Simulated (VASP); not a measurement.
## MgI2: equation of state with PBE+D3(BJ)

MgI2:

```xyz
3
Lattice="4.1219 0.0000 0.0000 -2.0609 3.5696 0.0000 0.0000 0.0000 6.8323" Properties=species:S:1:pos:R:3 pbc="T T T"
I     2.0609    1.1899    5.1554
I     0.0000    2.3798    1.6769
Mg   -2.0609    3.5696    0.0000
```

| Property | Result |
| --- | --- |
| Program | VASP 6.6.1 |
| Task | equation of state |
| Functional | PBE |
| Dispersion | D3(BJ) |
| Potentials or basis | VASP PAW PBE potentials, release 64 (I, Mg) |
| Cutoff | 520 eV |
| k mesh | 8 × 8 × 4 |
| Occupations | gaussian, width 0.02 eV |
| Spin | no spin polarisation |
| Ladder | gaps |
| Further INCAR settings | ALGO = Normal; EDIFF = 1e-06 |

```json
{
  "Equilibrium volume": "33.49 Å³/atom",
  "Bulk modulus at fixed shape and positions": "32 GPa",
  "Pressure derivative of the bulk modulus": "4.4 (rough: it moves with the points fitted)"
}
```

Energy against volume, from the lowest point:
```
volume (Å³/atom)  energy (meV/atom)
          32.169               5.67
          32.839               1.34
          33.509               0.00
          34.179               1.36
          34.849               5.12
```

All runs of the series together: 3 min on 1 thread of Intel(R) Xeon(R) Platinum 8259CL CPU @ 2.50GHz (Skylake/Cascade Lake), with other jobs on the host.

Caveat: the cell was scaled at fixed shape and fractional positions, which overstates the stiffness of a crystal with free parameters, most of all of layers and chains. The run has no spin-orbit coupling, so splittings on I are missing.
